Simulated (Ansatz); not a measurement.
Method: Ansatz 0.2.0, DFT PBE, scalar-relativistic, plane waves, PAW. All cells share a 420 eV cutoff and Γ-centred k meshes spaced at most about 0.3 Å⁻¹ (about 0.25 or finer for metals, 2π included). No spin polarisation.

Each guess is relaxed in cell and atoms at zero pressure, on a coarse mesh first where it starts far from rest and then on a converged one. The steps can't lower the symmetry of the start, but it can rise. Energies are static (0 K, no zero-point motion).

Two unrelaxed guesses for BeC:

Guess 1.

```xyz
4
Lattice="2.8377 0.0000 0.0000 -1.4188 2.4575 0.0000 0.0000 0.0000 4.6569" Properties=species:S:1:pos:R:3 pbc="T T T"
Be    0.0000    1.6384    0.0000
Be    1.4189    0.8192    2.3285
C     0.0000    1.6384    1.7929
C     1.4189    0.8192    4.1214
```

Guess 2.

```xyz
8
Lattice="2.8450 0.0000 0.0000 -1.4225 2.4639 0.0000 0.0000 0.0000 9.3749" Properties=species:S:1:pos:R:3 pbc="T T T"
Be    1.4225    0.8213    7.0312
Be    0.0000    0.0000    0.0000
Be    0.0000    1.6426    2.3437
Be    0.0000    0.0000    4.6875
C     0.0000    1.6426    8.2030
C     1.4225    0.8213    1.1719
C     1.4225    0.8213    3.5156
C     0.0000    1.6426    5.8593
```

Question: Which guess leads to the lower structure, and by how much?

Answer: Guess 2 ends lower, by 0.72 eV/atom. Guess 1: P6_3mc at 8.1 Å³/atom → P6_3/mmc at 8.1 Å³/atom; Guess 2: P6_3/mmc at 8.2 Å³/atom → P6_3/mmc at 7.1 Å³/atom. Counting C atoms around Be (those within 1.25 times the shortest such distance or 1.15 times the sum of covalent radii; the shortest distance is added where it is long for a bond; a slash parts the counts of unlike sites), the end of guess 1 has Be 5 and the end of guess 2 has Be 6/6 from 2.1 Å. The end of guess 2 holds C–C pairs (shortest 1.41 Å); in the end of guess 1 the shortest C–C distance is 2.61 Å. End of guess 1. Conventional cell: a = 3.195 Å, c = 3.688 Å. Be has 5 C at 1.84 Å; C is surrounded by 5 Be at 1.84 Å. End of guess 2. Conventional cell: a = 2.899 Å, c = 7.831 Å. Be on a site of symmetry -6m2 is surrounded by 6 C at 1.82 Å; Be on a site of symmetry -3m has 6 C at 2.09 Å; C has 1 C at 1.41 Å, 3 Be at 1.82 Å and 3 Be at 2.09 Å.

Ends held by symmetry can be saddle points. Even the lowest of the cells shown lies +0.41 eV/atom against the elements. Some structure types and database cells were kept out of the candidates from the start, so a known form may be missing.
